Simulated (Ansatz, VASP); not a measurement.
**Two plane-wave programs on SnTe**

```
Sn Te
1.0
     0.00000   -3.14409   -3.14409
     3.14409    0.00000   -3.14409
     3.14409   -3.14409    0.00000
Sn Te
1 1
Direct
  0.00000 0.00000 0.00000
  0.50000 0.50000 0.50000
```

Alike in both runs: functional PBEsol; k mesh 10 × 10 × 10; occupations gaussian, width 0.01 eV; no spin polarisation.

Ansatz relaxed the structure, and its values are those at the end. VASP's run is a single point on that final structure, the one shown.

|  | VASP | Ansatz |
| --- | --- | --- |
| version | VASP 6.6.1 | Ansatz 0.2.0 |
| potentials or method | VASP PAW PBE potentials, release 64 (Sn_d, Te) | scalar-relativistic, plane waves, PAW |
| plane-wave cutoff (eV) | 520 | 420 |
| valence electrons in the cell | 20 | 30 |

|  | VASP | Ansatz | Ansatz less VASP |
| --- | --- | --- | --- |
| gap on the k mesh at the Fermi level (eV) | 0.16 | 0.16 | -0.001 |
| least direct gap on the mesh (eV) | 0.16 | 0.16 | -0.001 |
| pressure (GPa) | 0.0 | 0.0 | +0.02 |

The two sets of potentials don't hold the same shells in valence.

Caveats: the PAW data sets were made with another functional, which shifts forces and pressure a little (VASP); spin-orbit coupling is left out, which moves the levels of the heavy elements.
